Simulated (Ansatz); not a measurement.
Input and command of a calculation in Ansatz (plane waves; scalar-relativistic PAW potentials unless the input names others):

```yaml
crystal:
  lattice:
    - [3.2050459963, 0.168853387, -0.1893544545]
    - [0.168853387, 3.1521663694, -0.25276627]
    - [-0.1893544545, -0.25276627, 3.1374707495]
  atoms:
    - { symbol: Ti, position: [0.0079856016, -0.0017263393, 0.000656467] }
    - { symbol: Al, position: [0.4920143984, 0.5017263393, 0.499343533] }
basis:
  ecutwfc: 420
kpoints:
  mp_grid: { grid: [10, 10, 10] }
hamiltonian:
  xc: pbesol
scf:
  occupations: { method: gaussian, width: 0.15 }
  lower_state_search: light
output:
  forces: true
  eigenvalues: true
  stress: true
```

```bash
ansatz run input.yaml --threads 2 --pin off --max-ram 5120MiB --backend cpu --events-out ev --progress --plain --runs-dir out
```

Abridged log:
```
Basis set: ecut = 420 eV, 611 PW (Γ), exchange–correlation on 48×48×48 points (8 copies of the dense FFT grid, shifted against one another)
Bands: 12, of which v1, the nominal top of the filled ones, is band 8 counted from 1 (7 counted from 0)
Symmetry: 1 space group operations
k-points: 504 of 1000 (time reversal used)
SCF iter   1: F=—  HF=-2998.753299 eV  |F-HF|=—  |Δ(HF+E_count)|=         —  Δρ=6.22e-3  dr2=7.82e-3  ethr=1.77e-3  ⟨swp⟩=5.0  Hψ=31125  notcnv=0
SCF iter   2: F=—  HF=-2998.750839 eV  |F-HF|=—  |Δ(HF+E_count)|=   2.46e-3  Δρ=2.86e-3  dr2=1.81e-3  ethr=5.21e-5  ⟨swp⟩=1.0  Hψ=10080  notcnv=0
SCF iter   3: F=—  HF=-2998.750335 eV  |F-HF|=—  |Δ(HF+E_count)|=   5.04e-4  Δρ=2.85e-4  dr2=1.45e-5  ethr=1.20e-5  ⟨swp⟩=2.8  Hψ=9925  notcnv=0
SCF iter   4: F=—  HF=-2998.750343 eV  |F-HF|=—  |Δ(HF+E_count)|=   8.14e-6  Δρ=6.01e-5  dr2=1.20e-6  ethr=9.67e-8  ⟨swp⟩=2.7  Hψ=9922  notcnv=0
SCF iter   5: F=-2998.750343 eV  HF=-2998.750343 eV  |F-HF|=7.02e-9  |Δ(HF+E_count)|=   4.10e-7  Δρ=1.18e-5  dr2=2.75e-8  ethr=7.99e-9  ⟨swp⟩=2.1  Hψ=8154  notcnv=0
SCF iter   6: F=-2998.750343 eV  HF=-2998.750343 eV  |F-HF|=1.15e-9  |Δ(HF+E_count)|=  1.69e-10  Δρ=2.27e-6  dr2=1.63e-9  ethr=1.83e-10  ⟨swp⟩=1.6  Hψ=18656  notcnv=0
SCF 1 converged in 6 iterations: F = -2998.750343 eV  dr2 = 1.63e-9
SCF converged after 6 iterations
Free energy (F): -2998.750343 eV
Harris-Foulkes:  -2998.750343 eV  (|F-HF|=1.15e-9)
Internal energy: -2998.731254 eV  (E = F + TS)
E sigma→0 (E₀):  -2998.740798 eV
Entropy (-TS):   -0.019089 eV (-9.544 meV/atom)
Fermi energy:    11.349367 eV
--- Forces (eV/Å), atoms counted from 1 ---
  atom   1  Ti    -0.44314471     0.12934284    -0.08136988
  atom   2  Al     0.44313926    -0.12934146     0.08136856
--- Stress (GPa, compression-positive) ---
        5.265775      -1.337210       3.546330
       -1.337210       4.311890       9.427445
        3.546329       9.427445       4.083567
  P = ⅓ Tr σ = 4.5537 GPa (45.537 kbar)
```

Apart from outputs and empty bands, the input differs from a reference run on usual settings in scf.lower_state_search: not typed → "light". The reference, at the same geometry (not necessarily relaxed), gave pressure 4.55 GPa, largest force 0.469 eV/Å, no gap on the mesh. This run converged in 6 SCF iterations (reference: 6) with an energy at zero smearing within 0.01 meV/atom of the reference's, pressure 4.55 GPa, largest force 0.469 eV/Å, no gap on the mesh.

The run took 7 s on 2 threads of Arm Neoverse V2, with other jobs on the host, peak memory 0.5 GiB.